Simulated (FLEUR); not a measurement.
# Sb (Im-3m) in FLEUR: a series of runs

One crystal, Sb, is run at these levels: PBEsol; tasks: band structure.

Everything below comes from runs of FLEUR MaX-R8.1 (later development tree). Logs are shortened: lines on timing, memory, paths and dates and some standing lists are left out, and cuts for length are marked.

## (1) The crystal as given

Symmetry: Im-3m, No. 229, cubic system. Conventional cell: a = 3.743 Å, b = 3.743 Å, c = 3.743 Å, α = 90.00°, β = 90.00°, γ = 90.00°. Sb (site symmetry m-3m) is surrounded by 8 Sb at 3.24 Å.

This isn't the form of Sb at room conditions, which is rhombohedral.

## (2) Band structure, PBEsol

Contents of inp.xml:

```xml
<?xml version="1.0" encoding="UTF-8" standalone="no"?>
<fleurInput fleurInputVersion="0.39">
   <comment>
      Sb                                                                                                  
   </comment>
   <calculationSetup>
      <cutoffs Kmax="4.1" Gmax="12.7" GmaxXC="12.7" numbands="0"/>
      <scfLoop itmax="60" minDistance="0.00001" maxIterBroyd="15" imix="Anderson" alpha="0.05" precondParam="0.0" spinf="2.0" sdNocoIR="T"/>
      <coreElectrons ctail="T" frcor="F" kcrel="0" coretail_lmax="0"/>
      <xcFunctional name="PBEs" relativisticCorrections="F"/>
      <magnetism jspins="1"/>
      <soc l_soc="F" theta="0.0" phi="0.0" spav="F"/>
      <expertModes spex="0" secvar="F"/>
      <geometryOptimization l_f="F" forcealpha="1.0" forcemix="BFGS" epsdisp="0.00001" epsforce="0.00001"/>
      <ldaU l_linMix="F" mixParam="0.05" spinf="1.0"/>
   </calculationSetup>
   <cell>
      <bzIntegration valenceElectrons="21.0" mode="hist" fermiSmearingEnergy="0.00183747">
         <kPointListSelection listName="default-1"/>
         <!-- k-points included here -->
         <xi:include xmlns:xi="http://www.w3.org/2001/XInclude" href="kpts.xml"> </xi:include>
      </bzIntegration>
      <!-- symmetry operations included here -->
      <xi:include xmlns:xi="http://www.w3.org/2001/XInclude" href="sym.xml"> </xi:include>
      <bulkLattice scale="1.0">
         <bravaisMatrix>
            <row-1>   -3.5363217608732280     3.5363217608732280     3.5363217608732280</row-1>
            <row-2>    3.5363217608732280    -3.5363217608732280     3.5363217608732280</row-2>
            <row-3>    3.5363217608732280     3.5363217608732280    -3.5363217608732280</row-3>
         </bravaisMatrix>
      </bulkLattice>
   </cell>
   <atomSpecies>
      <species name="Antimony (Sb)" element="Sb" atomicNumber="51">
         <mtSphere radius="2.66" gridPoints="879" logIncrement="0.015"/>
         <atomicCutoffs lmax="10" lnonsphr="10"/>
         <electronConfig flipSpins="F">
            <coreConfig>(1s1/2) (2s1/2) (2p1/2) (2p3/2) (3s1/2) (3p1/2) (3p3/2) (4s1/2) (3d3/2) (3d5/2)</coreConfig>
            <valenceConfig>(4p1/2) (4p3/2) (5s1/2) (4d3/2) (4d5/2) (5p1/2) (5p3/2)</valenceConfig>
            <stateOccupation state="(5p1/2)" spinUp="0.500000" spinDown="0.500000"/>
            <stateOccupation state="(5p3/2)" spinUp="1.000000" spinDown="1.000000"/>
         </electronConfig>
         <energyParameters s="5" p="5" d="5" f="4"/>
         <lo type="SCLO" l="1" n="4" eDeriv="0"/>
         <lo type="SCLO" l="1" n="4" eDeriv="1"/>
         <lo type="SCLO" l="2" n="4" eDeriv="0"/>
         <lo type="SCLO" l="2" n="4" eDeriv="1"/>
         <lo type="SCLO" l="0" n="5" eDeriv="2"/>
         <lo type="SCLO" l="3" n="4" eDeriv="2"/>
      </species>
   </atomSpecies>
   <atomGroups>
      <atomGroup species="Antimony (Sb)">
         <relPos label="                   1">.0000000000 .0000000000 .0000000000</relPos>
         <force calculate="T" relaxXYZ="TTT"/>
      </atomGroup>
   </atomGroups>
   <output dos="F" band="F" slice="F">
      <checks vchk="F" cdinf="F"/>
      <bandDOS minEnergy="-.5*Htr" maxEnergy="0.5*Htr" sigma="0.015" storeEVData="T"/>
      <vacuumDOS vacdos="F" integ="F" star="F" nstars="0" locx1="0.0" locy1="0.0" locx2="0.0" locy2="0.0" nstm="0" tworkf="0.0"/>
      <unfoldingBand unfoldBand="F" supercellX="1" supercellY="1" supercellZ="1"/>
      <plotting iplot="0" polar="F">
         <plot TwoD="T" vec1="  1.0  0.0  0.0" vec2="  0.0  1.0  0.0" vec3="  0.0  0.0  1.0" zero="  0.0  0.0  0.0" file="plot"/>
      </plotting>
      <chargeDensitySlicing numkpt="0" minEigenval="0.0" maxEigenval="0.0" nnne="0" pallst="F"/>
      <specialOutput eonly="F"/>
      <moessbauerParams electricFieldGradient="T" isomerShift="T" coreHyperfine="T" valenceHyperfine="T"/>
      <magneticCircularDichroism mcd="F" energyLo="-10.0" energyUp="0.0"/>
   </output>
  <!-- We include the file relax.xml here to enable relaxations (see documentation) -->
  <xi:include xmlns:xi="http://www.w3.org/2001/XInclude" href="relax.xml"> <xi:fallback/> </xi:include>
</fleurInput>
```

Contents of crystal.txt:

```
Sb
&input cartesian=F /
-1.8713408863  1.8713408863  1.8713408863
1.8713408863  -1.8713408863  1.8713408863
1.8713408863  1.8713408863  -1.8713408863
1.8897261246
1.0 1.0 1.0

1
51 0.0000000000  0.0000000000  0.0000000000

&kpt div1=10 div2=10 div3=10 gamma=T /
```

Contents of inp.xml (bands):

```
<?xml version="1.0" encoding="UTF-8" standalone="no"?>
<fleurInput fleurInputVersion="0.39">
   <comment>
      Sb                                                                                                  
   </comment>
   <calculationSetup>
      <cutoffs Kmax="4.1" Gmax="12.7" GmaxXC="12.7" numbands="0"/>
      <scfLoop itmax="60" minDistance="0.00001" maxIterBroyd="15" imix="Anderson" alpha="0.05" precondParam="0.0" spinf="2.0" sdNocoIR="T"/>
      <coreElectrons ctail="T" frcor="F" kcrel="0" coretail_lmax="0"/>
      <xcFunctional name="PBEs" relativisticCorrections="F"/>
      <magnetism jspins="1"/>
      <soc l_soc="F" theta="0.0" phi="0.0" spav="F"/>
      <expertModes spex="0" secvar="F"/>
      <geometryOptimization l_f="F" forcealpha="1.0" forcemix="BFGS" epsdisp="0.00001" epsforce="0.00001"/>
      <ldaU l_linMix="F" mixParam="0.05" spinf="1.0"/>
   </calculationSetup>
   <cell>
      <bzIntegration valenceElectrons="21.0" mode="hist" fermiSmearingEnergy="0.00183747">
         <kPointListSelection listName="path-1"/>
         <!-- k-points included here -->
         <xi:include xmlns:xi="http://www.w3.org/2001/XInclude" href="kpts.xml"> </xi:include>
      </bzIntegration>
      <!-- symmetry operations included here -->
      <xi:include xmlns:xi="http://www.w3.org/2001/XInclude" href="sym.xml"> </xi:include>
      <bulkLattice scale="1.0">
         <bravaisMatrix>
            <row-1>   -3.5363217608732280     3.5363217608732280     3.5363217608732280</row-1>
            <row-2>    3.5363217608732280    -3.5363217608732280     3.5363217608732280</row-2>
            <row-3>    3.5363217608732280     3.5363217608732280    -3.5363217608732280</row-3>
         </bravaisMatrix>
      </bulkLattice>
   </cell>
   <atomSpecies>
      <species name="Antimony (Sb)" element="Sb" atomicNumber="51">
         <mtSphere radius="2.66" gridPoints="879" logIncrement="0.015"/>
         <atomicCutoffs lmax="10" lnonsphr="10"/>
         <electronConfig flipSpins="F">
            <coreConfig>(1s1/2) (2s1/2) (2p1/2) (2p3/2) (3s1/2) (3p1/2) (3p3/2) (4s1/2) (3d3/2) (3d5/2)</coreConfig>
            <valenceConfig>(4p1/2) (4p3/2) (5s1/2) (4d3/2) (4d5/2) (5p1/2) (5p3/2)</valenceConfig>
            <stateOccupation state="(5p1/2)" spinUp="0.500000" spinDown="0.500000"/>
            <stateOccupation state="(5p3/2)" spinUp="1.000000" spinDown="1.000000"/>
         </electronConfig>
         <energyParameters s="5" p="5" d="5" f="4"/>
         <lo type="SCLO" l="1" n="4" eDeriv="0"/>
         <lo type="SCLO" l="1" n="4" eDeriv="1"/>
         <lo type="SCLO" l="2" n="4" eDeriv="0"/>
         <lo type="SCLO" l="2" n="4" eDeriv="1"/>
         <lo type="SCLO" l="0" n="5" eDeriv="2"/>
         <lo type="SCLO" l="3" n="4" eDeriv="2"/>
      </species>
   </atomSpecies>
   <atomGroups>
      <atomGroup species="Antimony (Sb)">
         <relPos label="                   1">.0000000000 .0000000000 .0000000000</relPos>
         <force calculate="T" relaxXYZ="TTT"/>
      </atomGroup>
   </atomGroups>
   <output dos="F" band="T" slice="F">
      <checks vchk="F" cdinf="F"/>
      <bandDOS minEnergy="-.5*Htr" maxEnergy="0.5*Htr" sigma="0.015" storeEVData="T"/>
      <vacuumDOS vacdos="F" integ="F" star="F" nstars="0" locx1="0.0" locy1="0.0" locx2="0.0" locy2="0.0" nstm="0" tworkf="0.0"/>
      <unfoldingBand unfoldBand="F" supercellX="1" supercellY="1" supercellZ="1"/>
      <plotting iplot="0" polar="F">
         <plot TwoD="T" vec1="  1.0  0.0  0.0" vec2="  0.0  1.0  0.0" vec3="  0.0  0.0  1.0" zero="  0.0  0.0  0.0" file="plot"/>
      </plotting>
      <chargeDensitySlicing numkpt="0" minEigenval="0.0" maxEigenval="0.0" nnne="0" pallst="F"/>
      <specialOutput eonly="F"/>
      <moessbauerParams electricFieldGradient="T" isomerShift="T" coreHyperfine="T" valenceHyperfine="T"/>
      <magneticCircularDichroism mcd="F" energyLo="-10.0" energyUp="0.0"/>
   </output>
  <!-- We include the file relax.xml here to enable relaxations (see documentation) -->
  <xi:include xmlns:xi="http://www.w3.org/2001/XInclude" href="relax.xml"> <xi:fallback/> </xi:include>
</fleurInput>
```

Potentials or basis: all-electron, FLAPW.

On the command line:

```console
$ inpgen -f crystal.txt -profile fastHighL
$ # inp.xml edited to the form shown
$ fleur_MPI
$ fleur_MPI   # second run, on inp.xml (bands)
```

Standard output:

```text
Welcome to FLEUR        (www.flapw.de)
      MaX-Release 8.1          (www.max-centre.eu)

 ========== k-point set info ==========
 Selected k-point list: default-1
 k-point list type: mesh
 10 x 10 x 10
 Number of k points: 47

 ------------Calculation Setup---------------------------
 Number of MPI-tasks      :            1
 Number of PE/node        :            1
 Number of OMP-threads    :            1
 Most efficient MPI parallelization for:
           1          47
 Additional eigenvalue parallelization possible
 Number of basis functions:          278
 Approximate size of matrices (H+S) per k-point:         0.001 GB
 --------------------------------------------------------
 Iteration:     1   Distance:       4.79252078 me/bohr^3
 Iteration:     2   Distance:       4.48717409 me/bohr^3
 Iteration:     3   Distance:       1.32000144 me/bohr^3
 Iteration:     4   Distance:       0.12418955 me/bohr^3
 Iteration:     5   Distance:       0.11052104 me/bohr^3
 Iteration:     6   Distance:       0.00674884 me/bohr^3
 Iteration:     7   Distance:       0.00140765 me/bohr^3
 Iteration:     8   Distance:       0.00130560 me/bohr^3
 Iteration:     9   Distance:       0.00005961 me/bohr^3
 Iteration:    10   Distance:       0.00001192 me/bohr^3
 Iteration:    11   Distance:       0.00000292 me/bohr^3

 ********************************************************************
 Run finished successfully
 Stop message:
   all done
 ********************************************************************
```

output (bands):

```text
Welcome to FLEUR        (www.flapw.de)
      MaX-Release 8.1          (www.max-centre.eu)

 ========== k-point set info ==========
 Selected k-point list: path-1
 k-point list type: path
 Number of k points: 60

 ------------Calculation Setup---------------------------
 Number of MPI-tasks      :            1
 Number of PE/node        :            1
 Number of OMP-threads    :            1
 Most efficient MPI parallelization for:
           1           2           3           4           5           6          10          12          15          20          30          60
 Additional eigenvalue parallelization possible
 Number of basis functions:          278
 Approximate size of matrices (H+S) per k-point:         0.001 GB
 --------------------------------------------------------
 Fermi energy correction for metals:
 Fermi energy in bands.* files may not be consistent with last density.
 Please correct it manually (e.g. in band.gnu file).

 Note: Band structure data (together with different weights) is also stored in the banddos.hdf file.
       A convenient way of extracting and plotting the data from that file is by making use of the

 ********************************************************************
 Run finished successfully
 Stop message:
   Charge density postprocessing done.
 ********************************************************************
```

out.xml (last iteration):

```text
<iteration numberForCurrentRun="   11" overallNumber="   11">
         <energyParameters units="Htr">
            <atomicEP atomType="1" spin="1" branch="5s" branchLowest="-4.98" branchHighest="0.53" value="-0.0329777672"/>
            <atomicEP atomType="1" spin="1" branch="5p" branchLowest="-3.25" branchHighest="1.14" value="0.2265016902"/>
            <atomicEP atomType="1" spin="1" branch="5d" branchLowest="-0.73" branchHighest="2.24" value="0.4525996495"/>
            <atomicEP atomType="1" spin="1" branch="4f" branchLowest="-9.99" branchHighest="1.71" value="0.6055908526"/>
            <loAtomicEP atomType="1" spin="1" branch="4p" branchLowest="-27.06" branchHighest="-3.25" value="-3.2615780895"/>
            <loAtomicEP atomType="1" spin="1" branch="4p" branchLowest="-27.06" branchHighest="-3.25" value="-3.2615780895"/>
            <loAtomicEP atomType="1" spin="1" branch="4d" branchLowest="-18.46" branchHighest="-0.73" value="-0.7467916173"/>
            <loAtomicEP atomType="1" spin="1" branch="4d" branchLowest="-18.46" branchHighest="-0.73" value="-0.7467916173"/>
            <loAtomicEP atomType="1" spin="1" branch="5s" branchLowest="-4.98" branchHighest="0.53" value="-0.0329777672"/>
            <loAtomicEP atomType="1" spin="1" branch="4f" branchLowest="-9.99" branchHighest="1.71" value="0.6055917781"/>
         </energyParameters>
         <eigenvalues>
            <eigenvaluesAt spin="1" ikpt="1" k_x="0.00000000" k_y="0.00000000" k_z="0.00000000">
                      -3.2515904353       -3.2515904353       -3.2515904353       -0.7513723269       -0.7513723269
                      -0.7513723269       -0.7485056545       -0.7485056545       -0.1595852753        0.5297359491
                       0.5297359491        0.5297359491        0.7403757620        0.7403757620        0.7403757620
                       0.7510076089        0.7510076089
            </eigenvaluesAt>
            <eigenvaluesAt spin="1" ikpt="2" k_x="0.00000000" k_y="0.00000000" k_z="0.10000000">
                      -3.2515971869       -3.2515933217       -3.2515901977       -0.7514528250       -0.7512174386
                      -0.7509243978       -0.7486007773       -0.7485252387       -0.1516896996        0.4724284860
                       0.5053240744        0.5227332320        0.6772682749        0.6867645312        0.7341656962
                       0.7731731456        0.7768023655
            </eigenvaluesAt>
            <eigenvaluesAt spin="1" ikpt="3" k_x="0.00000000" k_y="0.00000000" k_z="0.20000000">
[... 31 lines left out ...]
            <state n="3" l="2" j="1.5" energy="-18.6729738383" weight="2.0000000000"/>
            <state n="3" l="2" j="2.5" energy="-18.3182002541" weight="3.0000000000"/>
         </coreStates>
         <allElectronCharges>
            <spinDependentCharge spin="1" total="51.0000000" interstitial="1.9429248" mtSpheres="49.0570752"/>
            <totalCharge value="50.9999999967"/>
         </allElectronCharges>
         <moessbauerParams unitsHFF="kG" unitsIS="e/bohr^3" unitsEFG="Htr/bohr^2">
            <coreIsomerShift atomType="1" isTotal="212345.41212">
               <shell n="1" l="0" isomerShift="184705.67996"/>
               <shell n="2" l="0" isomerShift="21815.96936"/>
               <shell n="2" l="1" isomerShift="549.68683"/>
               <shell n="3" l="0" isomerShift="4273.88076"/>
               <shell n="3" l="1" isomerShift="116.57275"/>
               <shell n="4" l="0" isomerShift="883.62244"/>
               <shell n="3" l="2" isomerShift="0.00002"/>
            </coreIsomerShift>
            <isomerShift atomType="1" nucleusRadius="0.0001171" averageDensity="212446.44161"/>
            <electricFieldGradient atomType="1" VXX="0.00000" VYY="0.00000" VZZ="0.00000" asymParam="0.00000">
            </electricFieldGradient>
         </moessbauerParams>
         <totalEnergy                                    value="    -6480.7668861664" units="Htr">
            <sumOfEigenvalues                            value="    -3920.6002276770">
               <coreElectrons value="-3894.2189048857"/>
               <valenceElectrons value="-26.3813227913"/>
            </sumOfEigenvalues>
            <densityCoulombPotentialIntegral value="-10536.8321419722"/>
            <densityEffectivePotentialIntegral value="-10757.5896264971"/>
            <chargeDenXCDenIntegral value="-167.8928868374"/>
            <FockExchangeEnergyValence value="0.0000000000"/>
            <FockExchangeEnergyCore value="0.0000000000"/>
            <atomTypeDependentContributions atomType="1">
               <electronNucleiInteractionDifferentMTs value="7855.4960642174"/>
               <MadelungTerm value="-25.9512629456"/>
            </atomTypeDependentContributions>
            <tkbTimesEntropy value="0.0003297710"/>
            <freeEnergy value="-6480.7672159374"/>
            <extrapolationTo0K value="-6480.7670510519"/>
         </totalEnergy>
         <densityConvergence units="me/bohr^3">
            <chargeDensity spin="1" distance="0.0000029206"/>
         </densityConvergence>
      </iteration>
```

Wall time 14 s (1 thread of Arm Neoverse V2, shared host); peak memory 0.07 GiB.

What came out:

| Property | Result |
| --- | --- |
| Free energy | -176350.6599 eV |
| Band gap along the path | none (metal or under the smearing width) |
| Valence electrons inside the program's atomic spheres | Sb 19.06 (radii Sb 2.66 bohr) |

Levels at the corners of the path, in eV from the Fermi level:
| point | band 6 | band 7 | band 8 | band 9 | band 10 | band 11 | band 12 | band 13 | band 14 | band 15 |
| --- | --- | --- | --- | --- | --- | --- | --- | --- | --- | --- |
| Γ | -29.16 | -29.08 | -29.08 | -13.05 | 5.70 | 5.70 | 5.70 | 11.43 | 11.43 | 11.43 |
| H | -29.04 | -29.04 | -29.04 | -5.48 | -2.04 | -2.04 | -2.04 | 2.93 | 2.93 | 17.32 |
| N | -29.09 | -29.08 | -29.03 | -8.85 | -5.75 | 1.76 | 3.83 | 6.62 | 7.18 | 13.81 |
| Γ | -29.16 | -29.08 | -29.08 | -13.05 | 5.70 | 5.70 | 5.70 | 11.43 | 11.43 | 11.43 |
| P | -29.11 | -29.08 | -29.08 | -7.81 | -2.85 | -2.85 | -2.85 | 16.15 | 16.15 | 16.15 |
| H | -29.04 | -29.04 | -29.04 | -5.48 | -2.04 | -2.04 | -2.04 | 2.93 | 2.93 | 17.32 |
| P | -29.11 | -29.08 | -29.08 | -7.81 | -2.85 | -2.85 | -2.85 | 16.15 | 16.15 | 16.15 |
| N | -29.09 | -29.08 | -29.03 | -8.85 | -5.75 | 1.76 | 3.83 | 6.62 | 7.18 | 13.81 |

Core levels (eV from the Fermi level):
| atom | levels |
| --- | --- |
| 1 Sb | 1s1/2 -30265.8, 2s1/2 -4600.9, 2p1/2 -4304.7, 2p3/2 -4053.0, 3s1/2 -898.4, 3p1/2 -777.3, 3p3/2 -730.9, 4s1/2 -144.2, 3d3/2 -516.8, 3d5/2 -507.2 |

Caveat: spin-orbit coupling is left out, which moves the levels of the heavy elements.

[end of part 1 of 2]
